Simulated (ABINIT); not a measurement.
Runs of ABINIT 10.8.3 (patched build) on In. Symmetry: P6_3/mmc, No. 194, hexagonal system. The conventional cell has a = 3.335 Å, b = 3.335 Å, c = 5.509 Å, α = 90.00°, β = 90.00°, γ = 120.00°. Around In (site symmetry -6m2) lie 12 In at 3.34 to 3.36 Å. This isn't the form of In at room conditions, which is tetragonal.

```csv
potentials or basis,cutoff (eV),fine-grid cutoff,gap on the mesh (eV),pressure (GPa)
JTH PAW PBE v2.0 sp,599,1197.3 eV,none,1.7
Ansatz NC PBE,952,-,none,1.5
SG15 NC PBE v1.2,952,-,none,1.5
PseudoDojo NC SR PBE v0.5 standard,952,-,none,(a)
JTH PAW PBE v2.0,599,1197.3 eV,none,1.5
```

Alike in all rows: task single point; level PBE; no spin polarisation; cell as given; k mesh 9 × 9 × 5; smearing fermi-dirac 0.05 eV.

Problem. Estimate the missing entries.

Solution. (a) 1.4.

Caveats: this set keeps more shells in the core, which shifts pressures and gaps (some runs).

A k mesh can miss the band edges, and the runs leave out spin-orbit coupling on In.

A gap of «none» marks a metal or a gap under the smearing width.

The runs don't all hold the same shells in valence.
